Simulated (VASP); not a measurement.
# PbS (Pm-3m) in VASP: notebook

One crystal, PbS, is run at these levels: PBEsol; tasks: single point.

Everything below comes from runs of VASP 6.6.1. Logs are shortened: lines on timing, memory, paths and dates and some standing lists are left out, and cuts for length are marked.

**1. Starting point**

The structure is cubic, space group Pm-3m (No. 221). The conventional cell has a = 3.579 Å, b = 3.579 Å, c = 3.579 Å, α = 90.00°, β = 90.00°, γ = 90.00°. Pb (site symmetry m-3m) is surrounded by 8 S at 3.10 Å. S (site symmetry m-3m) is surrounded by 8 Pb at 3.10 Å.

Measurements of this composition are mostly on another form, of space group No. 225.

**2. Single point, PBEsol**

File INCAR:

```
PREC = Accurate
ENCUT = 520
EDIFF = 1E-7
ISMEAR = 0
SIGMA = 0.05
LREAL = False
LASPH = True
NELM = 100
ALGO = Fast
ISIF = 2
LWAVE = False
LCHARG = False
GGA = PS
NBANDS = 17
```

File KPOINTS:

```
Automatic mesh
0
Gamma
  8 8 8
```

File POSCAR:

```
PbS
1.0
    3.5790186812      0.0000000000      0.0000000000
    0.0000000000      3.5790186812      0.0000000000
    0.0000000000      0.0000000000      3.5790186812
Pb S
1 1
Direct
    0.0000000000      0.0000000000      0.0000000000
    0.5000000000      0.5000000000      0.5000000000
```

Potentials or basis: VASP PAW PBE potentials, release 64 (Pb_d, S).

The run is started by

```console
> cat potpaw_PBE.64/Pb_d/POTCAR potpaw_PBE.64/S/POTCAR > POTCAR
> mpirun -np 1 vasp_std > vasp.out
```

OUTCAR:

```text
PREC = Accurate
   ENCUT = 520
   EDIFF = 1E-7
   ISMEAR = 0
   LREAL = False
   LASPH = True
   NELM = 100
   ISIF = 2
   GGA = PS

 ion  position               nearest neighbor table
   1  0.000  0.000  0.000-   2 3.10   2 3.10   2 3.10   2 3.10   2 3.10   2 3.10   2 3.10   2 3.10

   2  0.500  0.500  0.500-   1 3.10   1 3.10   1 3.10   1 3.10   1 3.10   1 3.10   1 3.10   1 3.10

  LATTYP: Found a simple cubic cell.
 ALAT       =     3.5790186812

  Lattice vectors:

 A1 = (   3.5790186812,   0.0000000000,   0.0000000000)
 A2 = (   0.0000000000,   3.5790186812,   0.0000000000)
 A3 = (   0.0000000000,   0.0000000000,   3.5790186812)

Analysis of symmetry for initial positions (statically):
=====================================================================
 Subroutine PRICEL returns:
 Original cell was already a primitive cell.

 Routine SETGRP: Setting up the symmetry group for a
 simple cubic supercell.

 Subroutine GETGRP returns: Found 48 space group operations
 (whereof 48 operations were pure point group operations)
 out of a pool of 48 trial point group operations.

The static configuration has the point symmetry O_h .

Analysis of symmetry for dynamics (positions and initial velocities):
=====================================================================
 Subroutine PRICEL returns:
 Original cell was already a primitive cell.

 Routine SETGRP: Setting up the symmetry group for a
 simple cubic supercell.

 Subroutine GETGRP returns: Found 48 space group operations
 (whereof 48 operations were pure point group operations)
 out of a pool of 48 trial point group operations.

The dynamic configuration has the point symmetry O_h .

 Subroutine INISYM returns: Found 48 space group operations
 (whereof 48 operations are pure point group operations),
 and found     1 'primitive' translations

----------------------------------------------------------------------------------------

                                     Primitive cell

  volume of cell :      45.8450

  direct lattice vectors                    reciprocal lattice vectors
     3.579018681  0.000000000  0.000000000     0.279406197  0.000000000  0.000000000
     0.000000000  3.579018681  0.000000000     0.000000000  0.279406197  0.000000000
     0.000000000  0.000000000  3.579018681     0.000000000  0.000000000  0.279406197

  length of vectors
[... 77 lines left out ...]
   LNONCOLLINEAR =      F non collinear calculations
   LSORBIT =      F    spin-orbit coupling
   LASPH  =      T    aspherical Exc in radial PAW
   ENCUT  =  520.0 eV  38.22 Ry    6.18 a.u.   6.65  6.65  6.65*2*pi/ulx,y,z
   NELM   =    100;   NELMIN=  2; NELMDL= -5     # of ELM steps
   EDIFF  = 0.1E-06   stopping-criterion for ELM
   LREAL  =      F    real-space projection
   EDIFFG = 0.1E-05   stopping-criterion for IOM
   NSW    =      0    number of steps for IOM
   IBRION =     -1    ionic relax: 0-MD 1-quasi-New 2-CG
   NFREE  =      0    steps in history (QN), initial steepest desc. (CG)
   ISIF   =      2    stress and relaxation
   ISYM   =      2    0-nonsym 1-usesym 2-fastsym
   POTIM  = 0.5000    time-step for ionic-motion
   TEBEG  =    0.0;   TEEND  =   0.0 temperature during run
   PSTRESS=    0.0 pullay stress
   NELECT =      20.0000    total number of electrons
   NUPDOWN=      -1.0000    fix difference up-down
   EMIN   =  10.00;   EMAX   =-10.00  energy-range for DOS
   EFERMI =   0.00;   METHOD = LEGACY
   ISMEAR =     0;   SIGMA  =   0.05  broadening in eV -4-tet -1-fermi 0-gaus
   EFERMI_NEDOS =   21; number of points for ismear=-14 and -15
   IALGO  =     68    algorithm
   IMIX   =      4    mixing-type and parameters
     AMIX     =   0.40;   BMIX     =  1.00
     AMIX_MAG =   1.60;   BMIX_MAG =  1.00
  volume/ion in A,a.u.               =      22.92       154.69
  Fermi-wavevector in a.u.,A,eV,Ry     =   1.241617  2.346315 20.974904  1.541612
  Thomas-Fermi vector in A             =   2.376007
   LORBIT       =      0    0 simple, 1 ext, 2 COOP (PROOUT), +10 PAW based schemes
   GGA     = PS    functional components
   LHFCALC =     F    Hartree Fock is set to
   AEXX    =    0.0000 exact exchange contribution
   IVDW    =     0    specifies the selected vdW correction
   LEPSILON=     F    determine dielectric tensor
   LRPA    =     F    only Hartree local field effects (RPA)
 non-spin polarized calculation
 RMM-DIIS sequential band-by-band and
 Gauss-broadening in eV      SIGMA  =   0.05
  energy-cutoff  :      520.00
  volume of cell :       45.84
 maximum number of plane-waves:      1257
 NGX is ok and might be reduce to    28
   NGX = 13   NGY = 13   NGZ = 13

 number of electron      20.0000001 magnetization

 Free energy of the ion-electron system (eV)
  ---------------------------------------------------
  ext. energy  EPLUGINS =         0.00000000
  ---------------------------------------------------
  free energy    TOTEN  =        -9.02323397 eV

  energy without entropy =       -9.02173956  energy(sigma->0) =       -9.02248677

 E-fermi :   6.7158     XC(G=0): -10.6533

 val. band max:        6.4446508709   @ k =   0.5000   0.3750   0.3750
 cond. band min:       6.7189475958   @ k =   0.2500   0.1250   0.1250
 fundamental gap:      0.2742967249
 Fermi energy:         6.7158482459

 k-point     1 :       0.0000    0.0000    0.0000
  band No.  band energies     occupation
      1     -10.1051      2.00000
      2     -10.1051      2.00000
      3      -9.8487      2.00000
      4      -9.8487      2.00000
      5      -9.8487      2.00000
      6      -6.8935      2.00000
[... 457 lines left out ...]
      4      -9.9138      2.00000
      5      -9.8048      2.00000
      6      -4.5958      2.00000
[... 9 lines left out ...]
     16      17.2101      0.00000
     17      19.5491      0.00000

 [... further k-points ...]
[... 5 lines left out ...]
  --------------------------------------------------------------------------------------
  -------------------------------------------------------------------------------------
  Total       -0.0091411     -0.0091411     -0.0091411      0.0000000     -0.0000000     -0.0000000
  in kB       -0.3194610     -0.3194610     -0.3194610      0.0000000     -0.0000000     -0.0000000
  external PRESSURE =      -0.3194610 kB  Pullay stress =       0.0000000 kB

 VOLUME and BASIS-vectors are now :
 -----------------------------------------------------------------------------
  energy-cutoff  :      520.00
  volume of cell :       45.84
      direct lattice vectors                 reciprocal lattice vectors
     3.579018681  0.000000000  0.000000000     0.279406197  0.000000000  0.000000000
     0.000000000  3.579018681  0.000000000     0.000000000  0.279406197  0.000000000
     0.000000000  0.000000000  3.579018681     0.000000000  0.000000000  0.279406197

 POSITION                                       TOTAL-FORCE (eV/Angst)
 -----------------------------------------------------------------------------------
      0.00000      0.00000      0.00000         0.000000      0.000000      0.000000
      1.78951      1.78951      1.78951         0.000000      0.000000      0.000000
 -----------------------------------------------------------------------------------
    total drift:                               -0.000000      0.000000      0.000000

  FREE ENERGIE OF THE ION-ELECTRON SYSTEM (eV)
  ---------------------------------------------------
  free  energy   TOTEN  =        -9.0232339742 eV

  energy  without entropy=       -9.0217395575  energy(sigma->0) =       -9.02248677
```

OSZICAR:

```text
N       E                     dE             d eps       ncg     rms          rms(c)
DAV:   1     0.156858052567E+03    0.15686E+03   -0.97817E+03  1198   0.126E+03
DAV:   2     0.161597602405E+01   -0.15524E+03   -0.14948E+03  1354   0.327E+02
DAV:   3    -0.927891252716E+01   -0.10895E+02   -0.10617E+02  1528   0.890E+01
DAV:   4    -0.952897493320E+01   -0.25006E+00   -0.24987E+00  1545   0.144E+01
DAV:   5    -0.953759202013E+01   -0.86171E-02   -0.86166E-02  1707   0.264E+00    0.441E+00
RMM:   6    -0.903652206883E+01    0.50107E+00   -0.50729E-01  1416   0.431E+00    0.302E+00
RMM:   7    -0.902800369697E+01    0.85184E-02   -0.10055E-01  1811   0.226E+00    0.170E+00
RMM:   8    -0.902406878635E+01    0.39349E-02   -0.16954E-02  1403   0.114E+00    0.167E-01
RMM:   9    -0.902311973119E+01    0.94906E-03   -0.32722E-03  1788   0.521E-01    0.107E-01
RMM:  10    -0.902323088691E+01   -0.11116E-03   -0.11739E-03  1765   0.292E-01    0.360E-02
RMM:  11    -0.902325660551E+01   -0.25719E-04   -0.23805E-04  1872   0.127E-01    0.586E-02
RMM:  12    -0.902323418997E+01    0.22416E-04   -0.49101E-05  1533   0.579E-02    0.217E-02
RMM:  13    -0.902323706009E+01   -0.28701E-05   -0.11560E-05  1885   0.327E-02    0.488E-02
RMM:  14    -0.902323393020E+01    0.31299E-05   -0.66474E-06  1425   0.210E-02    0.156E-02
RMM:  15    -0.902323397421E+01   -0.44015E-07   -0.81893E-07  1636   0.963E-03
   1 F= -.90232340E+01 E0= -.90224868E+01  d E =-.149442E-02
```

stdout:

```text
POSCAR found type information on POSCAR PbS
 POSCAR found :  2 types and       2 ions
 scaLAPACK will be used
 -----------------------------------------------------------------------------
|                                                                             |
|                                                                             |
|     You enforced a specific xc type in the INCAR file but a different       |
|     I HOPE YOU KNOW WHAT YOU ARE DOING!                                     |
|                                                                             |
 -----------------------------------------------------------------------------

 LDA part: xc-table for (Slater+PW92), standard interpolation
 POSCAR, INCAR and KPOINTS ok, starting setup
 FFT: planning ... GRIDC
 FFT: planning ... GRID_SOFT
 FFT: planning ... GRID
 WAVECAR not read
 entering main loop
```

Run time: 24 s. Hardware: 1 thread of Intel Xeon Platinum 8488C (Sapphire Rapids), shared host; peak memory 0.17 GiB.

Results:

| Quantity | Value |
| --- | --- |
| Free energy | -9.0232 eV |
| Pressure | 0.0 GPa |
| Band gap on the k mesh | none (metal or under the smearing width) |

Levels at points of the mesh, in eV from the Fermi level:
```csv
k point,band 7,band 8,band 9,band 10,band 11,band 12,band 13,band 14
"(0.00, 0.00, 0.00)",-6.57,-1.78,-1.78,-1.78,5.30,5.30,6.95,6.95
"(0.50, 0.00, 0.00)",-9.32,-0.54,-0.54,0.03,0.31,3.99,3.99,6.44
"(0.50, 0.50, 0.00)",-7.30,-4.87,-4.87,-0.35,4.38,4.38,6.27,7.19
"(0.50, 0.50, 0.50)",-5.80,-2.63,-2.63,-2.63,-0.73,-0.73,-0.73,14.22
```

Caveat: the PAW data sets were made with another functional, which shifts forces and pressure a little. The run has no spin-orbit coupling, so splittings on Pb are missing.

**3. Single point, PBEsol**

This run uses another cell than the first one, of 23.70 Å³/atom, 1.034 times its volume.

File INCAR:

```
PREC = Accurate ; ENCUT = 520
EDIFF = 1E-6 ; ISMEAR = 0
SIGMA = 0.05 ; LREAL = False
LASPH = True ; NELM = 100
ALGO = Fast ; ISIF = 2
LWAVE = False ; LCHARG = False
GGA = PS ; NBANDS = 17
```

KPOINTS is that of step 2.

File POSCAR:

```
PbS
1.0
    3.6191086154      0.0000000000      0.0000000000
    0.0000000000      3.6191086154      0.0000000000
    0.0000000000      0.0000000000      3.6191086154
Pb S
1 1
Direct
    0.0000000000      0.0000000000      0.0000000000
    0.5000000000      0.5000000000      0.5000000000
```

Potentials or basis: VASP PAW PBE potentials, release 64 (Pb_d, S).

The run is started by

```console
> cat potpaw_PBE.64/Pb_d/POTCAR potpaw_PBE.64/S/POTCAR > POTCAR
> mpirun -np 1 vasp_std > vasp.out
```

OUTCAR:

```text
PREC = Accurate
   ENCUT = 520
   EDIFF = 1E-6
   ISMEAR = 0
   LREAL = False
   LASPH = True
   NELM = 100
   ISIF = 2
   GGA = PS

 ion  position               nearest neighbor table
   1  0.000  0.000  0.000-   2 3.13   2 3.13   2 3.13   2 3.13   2 3.13   2 3.13   2 3.13   2 3.13

   2  0.500  0.500  0.500-   1 3.13   1 3.13   1 3.13   1 3.13   1 3.13   1 3.13   1 3.13   1 3.13

  LATTYP: Found a simple cubic cell.
 ALAT       =     3.6191086154

  Lattice vectors:

 A1 = (   3.6191086154,   0.0000000000,   0.0000000000)
 A2 = (   0.0000000000,   3.6191086154,   0.0000000000)
 A3 = (   0.0000000000,   0.0000000000,   3.6191086154)

Analysis of symmetry for initial positions (statically):
=====================================================================
 Subroutine PRICEL returns:
 Original cell was already a primitive cell.

 Routine SETGRP: Setting up the symmetry group for a
 simple cubic supercell.

 Subroutine GETGRP returns: Found 48 space group operations
 (whereof 48 operations were pure point group operations)
 out of a pool of 48 trial point group operations.
[... 159 lines left out ...]
  ext. energy  EPLUGINS =         0.00000000
  ---------------------------------------------------
  free energy    TOTEN  =        -9.01321785 eV

  energy without entropy =       -9.01179144  energy(sigma->0) =       -9.01250465

 E-fermi :   6.2702     XC(G=0): -10.4918

 val. band max:        6.2490154456   @ k =   0.5000   0.0000   0.0000
 cond. band min:       6.2782744660   @ k =   0.2500   0.1250   0.1250
 fundamental gap:      0.0292590203
 Fermi energy:         6.2701713258

 k-point     1 :       0.0000    0.0000    0.0000
  band No.  band energies     occupation
      1     -10.4941      2.00000
      2     -10.4941      2.00000
      3     -10.2624      2.00000
      4     -10.2624      2.00000
      5     -10.2624      2.00000
      6      -7.0484      2.00000
[... 457 lines left out ...]
      4     -10.3199      2.00000
      5     -10.2247      2.00000
      6      -4.9207      2.00000
[... 9 lines left out ...]
     16      16.6942      0.00000
     17      18.8439      0.00000

 [... further k-points ...]
[... 5 lines left out ...]
  --------------------------------------------------------------------------------------
  -------------------------------------------------------------------------------------
  Total       -0.6231421     -0.6231421     -0.6231421      0.0000000      0.0000000      0.0000000
  in kB      -21.0616701    -21.0616701    -21.0616701      0.0000000      0.0000000      0.0000000
  external PRESSURE =     -21.0616701 kB  Pullay stress =       0.0000000 kB

 VOLUME and BASIS-vectors are now :
 -----------------------------------------------------------------------------
  energy-cutoff  :      520.00
  volume of cell :       47.40
      direct lattice vectors                 reciprocal lattice vectors
     3.619108615  0.000000000  0.000000000     0.276311132  0.000000000  0.000000000
     0.000000000  3.619108615  0.000000000     0.000000000  0.276311132  0.000000000
     0.000000000  0.000000000  3.619108615     0.000000000  0.000000000  0.276311132

 POSITION                                       TOTAL-FORCE (eV/Angst)
 -----------------------------------------------------------------------------------
      0.00000      0.00000      0.00000         0.000000      0.000000      0.000000
      1.80955      1.80955      1.80955         0.000000      0.000000      0.000000
 -----------------------------------------------------------------------------------
    total drift:                               -0.000000      0.000000      0.000000

  FREE ENERGIE OF THE ION-ELECTRON SYSTEM (eV)
  ---------------------------------------------------
  free  energy   TOTEN  =        -9.0132178524 eV

  energy  without entropy=       -9.0117914434  energy(sigma->0) =       -9.01250465
```

OSZICAR:

```text
N       E                     dE             d eps       ncg     rms          rms(c)
DAV:   1     0.153588152437E+03    0.15359E+03   -0.96279E+03  1190   0.126E+03
DAV:   2     0.162793460550E+01   -0.15196E+03   -0.14635E+03  1304   0.317E+02
DAV:   3    -0.928906387998E+01   -0.10917E+02   -0.10610E+02  1517   0.874E+01
DAV:   4    -0.955003780945E+01   -0.26097E+00   -0.26077E+00  1529   0.144E+01
DAV:   5    -0.955853480179E+01   -0.84970E-02   -0.84965E-02  1762   0.256E+00    0.420E+00
RMM:   6    -0.902660597709E+01    0.53193E+00   -0.53622E-01  1417   0.439E+00    0.287E+00
RMM:   7    -0.901847366834E+01    0.81323E-02   -0.96516E-02  1812   0.228E+00    0.164E+00
RMM:   8    -0.901386591543E+01    0.46078E-02   -0.17629E-02  1411   0.111E+00    0.176E-01
RMM:   9    -0.901311477048E+01    0.75114E-03   -0.29460E-03  1761   0.492E-01    0.116E-01
RMM:  10    -0.901322083400E+01   -0.10606E-03   -0.11014E-03  1705   0.305E-01    0.409E-02
RMM:  11    -0.901324853328E+01   -0.27699E-04   -0.27137E-04  1871   0.145E-01    0.598E-02
RMM:  12    -0.901321940013E+01    0.29133E-04   -0.52338E-05  1503   0.651E-02    0.205E-02
RMM:  13    -0.901321772460E+01    0.16755E-05   -0.19839E-05  1664   0.403E-02    0.119E-02
RMM:  14    -0.901321785243E+01   -0.12783E-06   -0.50780E-06  1237   0.223E-02
   1 F= -.90132179E+01 E0= -.90125046E+01  d E =-.142641E-02
```

It took 21 s on 1 thread of Intel Xeon Platinum 8488C (Sapphire Rapids), shared host; peak memory 0.16 GiB.

Results:

```
Free energy            : -9.0132 eV
Pressure               : -2.1 GPa
Band gap on the k mesh : none (metal or under the smearing width)
```

Caveat: the PAW data sets were made with another functional, which shifts forces and pressure a little. Spin-orbit coupling is left out, which matters for the levels of Pb.
